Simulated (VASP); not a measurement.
All values below come from optB88-vdW, VASP's PBE PAW potentials (set 64) (plane waves; VASP).

VASP ran on this input.

File KPOINTS:
```
Automatic mesh
0
Gamma
6 6 6
0 0 0
```

**INCAR**
```
SYSTEM = CsI
PREC = Accurate
ENCUT = 520
EDIFF = 1E-7
NELM = 100
ALGO = Normal
LREAL = .FALSE.
LASPH = .TRUE.
ISMEAR = 0
SIGMA = 0.05
GGA = BO
PARAM1 = 0.1833333333
PARAM2 = 0.22
LUSE_VDW = .TRUE.
AGGAC = 0.0
LMAXMIX = 4
LWAVE = .FALSE.
LCHARG = .FALSE.
ISIF = 2
```

File POSCAR:
```
CsI
1
    4.5051171518     0.0000000000     0.0000000000
    0.0000000000     4.5051171518     0.0000000000
    0.0000000000     0.0000000000     4.5051171518
Cs I
1 1
Direct
  0.0000000000   0.0000000000   0.0000000000
  0.5000000000   0.5000000000   0.5000000000
```

POTCAR, in this order: Cs_sv I (PBE.64 set). Program: vasp_std.

The resulting files:

### OUTCAR
```
 ion  position               nearest neighbor table
   1  0.000  0.000  0.000-
   2  0.500  0.500  0.500-
  LATTYP: Found a simple cubic cell.
 ALAT       =     4.5051171518
 Subroutine PRICEL returns:
 Original cell was already a primitive cell.
 Subroutine GETGRP returns: Found 48 space group operations
The static configuration has the point symmetry O_h .
The dynamic configuration has the point symmetry O_h .
 Subroutine INISYM returns: Found 48 space group operations
 Subroutine IBZKPT returns following result:
 Found     20 irreducible k-points:

 Following reciprocal coordinates:
            Coordinates               Weight
  0.000000  0.000000  0.000000      1.000000
  0.166667  0.000000  0.000000      6.000000
  0.333333  0.000000  0.000000      6.000000
  0.500000  0.000000  0.000000      3.000000
  0.166667  0.166667  0.000000     12.000000
  0.333333  0.166667  0.000000     24.000000
  0.500000  0.166667  0.000000     12.000000
  0.333333  0.333333  0.000000     12.000000
  0.500000  0.333333  0.000000     12.000000
  0.500000  0.500000  0.000000      3.000000
  0.166667  0.166667  0.166667      8.000000
  0.333333  0.166667  0.166667     24.000000
  0.500000  0.166667  0.166667     12.000000
  0.333333  0.333333  0.166667     24.000000
  0.500000  0.333333  0.166667     24.000000
  0.500000  0.500000  0.166667      6.000000
  0.333333  0.333333  0.333333      8.000000
  0.500000  0.333333  0.333333     12.000000
  0.500000  0.500000  0.333333      6.000000
  0.500000  0.500000  0.500000      1.000000
   k-points           NKPTS =     20   k-points in BZ     NKDIM =     20   number of bands    NBANDS=     12
   number of dos      NEDOS =    301   number of ions     NIONS =      2
   total plane-waves  NPLWV =  46656
   dimension x,y,z NGX =    36 NGY =   36 NGZ =   36
...
```

File OSZICAR:
```
       N       E                     dE             d eps       ncg     rms          rms(c)
DAV:   1     0.994219188616E+02    0.99422E+02   -0.63223E+03   480   0.111E+03
DAV:   2     0.627851385032E+01   -0.93143E+02   -0.86187E+02   728   0.170E+02
DAV:   3    -0.957790255288E+00   -0.72363E+01   -0.72163E+01   604   0.554E+01
DAV:   4    -0.105433621844E+01   -0.96546E-01   -0.96524E-01   576   0.796E+00
DAV:   5    -0.105553927712E+01   -0.12031E-02   -0.12030E-02   608   0.906E-01    0.141E+00
DAV:   6    -0.923984020576E+00    0.13156E+00   -0.18387E-01   532   0.200E+00    0.100E+00
DAV:   7    -0.896185466927E+00    0.27799E-01   -0.13510E-01   560   0.178E+00    0.517E-01
DAV:   8    -0.898089910914E+00   -0.19044E-02   -0.90096E-03   520   0.668E-01    0.827E-02
DAV:   9    -0.898309015107E+00   -0.21910E-03   -0.80098E-04   584   0.194E-01    0.670E-02
DAV:  10    -0.898379529149E+00   -0.70514E-04   -0.98688E-05   528   0.759E-02    0.131E-02
DAV:  11    -0.898380193592E+00   -0.66444E-06   -0.24680E-05   556   0.299E-02    0.386E-03
DAV:  12    -0.898380640285E+00   -0.44669E-06   -0.22414E-06   568   0.119E-02    0.129E-03
DAV:  13    -0.898380668950E+00   -0.28665E-07   -0.43221E-08   400   0.160E-03
   1 F= -.89838067E+00 E0= -.89838067E+00  d E =-.349335E-17
```

OUTCAR:
```
------------------------ aborting loop because EDIFF is reached ----------------------------------------
  FORCE on cell =-STRESS in cart. coord.  units (eV):
  Direction    XX          YY          ZZ          XY          YZ          ZX
  --------------------------------------------------------------------------------------
  Total        0.2631057      0.2631057      0.2631057      0.0000000      0.0000000      0.0000000
  in kB        4.6102299      4.6102299      4.6102299      0.0000000      0.0000000      0.0000000
  external PRESSURE =       4.6102299 kB  Pullay stress =       0.0000000 kB
  volume of cell :       91.44
      direct lattice vectors                 reciprocal lattice vectors
     4.505117152  0.000000000  0.000000000     0.221969810  0.000000000  0.000000000
     0.000000000  4.505117152  0.000000000     0.000000000  0.221969810  0.000000000
     0.000000000  0.000000000  4.505117152     0.000000000  0.000000000  0.221969810
 POSITION                                       TOTAL-FORCE (eV/Angst)
 -----------------------------------------------------------------------------------
      0.00000      0.00000      0.00000         0.000000      0.000000      0.000000
      2.25256      2.25256      2.25256         0.000000      0.000000      0.000000
 -----------------------------------------------------------------------------------
    total drift:                               -0.000000      0.000000      0.000000
  FREE ENERGIE OF THE ION-ELECTRON SYSTEM (eV)
  ---------------------------------------------------
  free  energy   TOTEN  =        -0.8983806689 eV

  energy  without entropy=       -0.8983806689  energy(sigma->0) =       -0.89838067
```
(Selected blocks of OUTCAR.)

File OUTCAR:
```
 val. band max:        0.9279105428   @ k =   0.5000   0.5000   0.0000

 cond. band min:       4.9015381906   @ k =   0.0000   0.0000   0.0000


 Fermi energy:         1.2122998267

 k-point     1 :       0.0000    0.0000    0.0000
  band No.  band energies     occupation
      1     -19.4765      2.00000
      2      -9.8321      2.00000
      3      -6.1422      2.00000
      4      -6.1422      2.00000
      5      -6.1422      2.00000
      6       0.8480      2.00000
      7       0.8480      2.00000
      8       0.8480      2.00000
      9       4.9015      0.00000
     10       5.0088      0.00000
     11       5.0088      0.00000
     12       8.7340      0.00000

 k-point     2 :       0.1667    0.0000    0.0000
  band No.  band energies     occupation
      1     -19.4691      2.00000
      2      -9.8369      2.00000
      3      -6.1848      2.00000
      4      -6.1238      2.00000
      5      -6.1238      2.00000
      6       0.3388      2.00000
      7       0.8022      2.00000
      8       0.8022      2.00000
      9       5.1794      0.00000
     10       5.4537      0.00000
     11       5.7144      0.00000
     12       8.6604      0.00000

 k-point     3 :       0.3333    0.0000    0.0000
  band No.  band energies     occupation
      1     -19.4542      2.00000
      2      -9.8495      2.00000
      3      -6.2544      2.00000
      4      -6.0863      2.00000
      5      -6.0863      2.00000
      6      -0.4216      2.00000
      7       0.7078      2.00000
      8       0.7078      2.00000
      9       5.6483      0.00000
     10       6.6851      0.00000
     11       7.0951      0.00000
     12       8.4875      0.00000

 k-point     4 :       0.5000    0.0000    0.0000
  band No.  band energies     occupation
      1     -19.4467      2.00000
      2      -9.8575      2.00000
      3      -6.2815      2.00000
      4      -6.0673      2.00000
      5      -6.0673      2.00000
      6      -0.7353      2.00000
...
```

Unless said otherwise, spin-orbit coupling is left out, though it shifts the bands of the heavy elements here.

The compound is CsI in the CsCl type structure. This cell is one point of a volume scan, at 0.97 of the reference volume.
